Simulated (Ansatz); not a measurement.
A trial structure of P was built thus: 3-, 4-connected net, elements by coordination (P4_2/mmc, No. 131). The dimensions are guesses.

```
CELL_PARAMETERS angstrom
3.42179 0.00000 0.00000
0.00000 3.42179 0.00000
0.00000 0.00000 8.65790
ATOMIC_POSITIONS crystal
P 0.00000 0.50000 0.38136
P 0.50000 0.00000 0.11864
P 0.00000 0.50000 0.61864
P 0.50000 0.00000 0.88136
P 0.00000 0.00000 0.75000
P 0.00000 0.00000 0.25000
```

All numbers below come from Ansatz 0.2.0, DFT PBE, scalar-relativistic, plane waves, PAW. Cutoff 420 eV, Gaussian smearing, Γ-centred meshes. Cell and atoms relax first on a coarse mesh and then on a finer one. In between, the cell is made exact in the group found at 0.06 Å. In metals the finer mesh still leaves noise of several meV/atom or more. The steps can't lower the symmetry of their start. No spin polarisation.

A guess keeps its type if space group and coordination stay and the shape of the cell changes little (axis ratios within about 15 %, angles within 6°); the volume may change.

Question: Does it keep its structure type, or change into something else?

Answer: It doesn't keep its type. The symmetry stays P4_2/mmc (No. 131). The volume per atom grows by 51.6 %, from 16.9 to 25.6 Å³. The shortest distance goes from 2.05 Å (P–P) to 2.19 Å (P–P). The ratio c/a of the conventional cell changes by a factor of 1.85. Counting neighbours within 15 % of an atom's shortest distance, the start has P 3/4 and the end P 2/4. In detail, at the end P on a site of symmetry 2mm has 2 P at 2.19 Å; P on a site of symmetry -4m2 has 4 P at 2.19 Å.

```
CELL_PARAMETERS angstrom
3.20222 0.00000 0.00000
0.00000 3.20222 0.00000
0.00000 0.00000 14.98632
ATOMIC_POSITIONS crystal
P 0.00000 0.50000 0.34940
P 0.50000 0.00000 0.15060
P 0.00000 0.50000 0.65060
P 0.50000 0.00000 0.84940
P 0.00000 0.00000 0.75000
P 0.00000 0.00000 0.25000
```

The last run used a 12×12×4 mesh (in the run's order of axes) for its 6-atom cell and Gaussian smearing of 0.10 eV. Weakly bound directions are ill-defined at this level, which has no dispersion term. Symmetry constrained the relaxation, so the result can be a saddle point.

In counts of neighbours, a slash parts the counts of unlike sites.
